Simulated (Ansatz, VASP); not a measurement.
## Au: VASP beside Ansatz

```
CELL_PARAMETERS angstrom
2.66388 0.00000 0.00000
-1.33194 2.30698 0.00000
0.00000 0.00000 2.61616
ATOMIC_POSITIONS crystal
Au 0.00000 0.00000 0.00000
```

Alike in both runs: functional LDA; k mesh 16 × 16 × 15; occupations fermi-dirac, width 0.1 eV; no spin polarisation.

Ansatz relaxed the structure, and its values are those at the end. VASP's run is a single point on that final structure, the one shown.

```csv
,VASP,Ansatz
version,VASP 6.6.1,Ansatz 0.2.0
potentials or method,"VASP PAW LDA potentials, release 64 (Au), cutoff 520 eV","all-electron LAPW, scalar-relativistic"
```

```csv
,VASP,Ansatz,Ansatz less VASP
pressure (GPa),23.7,23.0,-0.67
```

Ansatz ran all-electron here, so the differences hold the error of VASP's frozen core and of both bases.

Caveats: so large a pressure means that the cell lies far from this level's equilibrium, or that cutoff or potentials fall short (VASP). The runs have no spin-orbit coupling, so splittings on Au are missing.
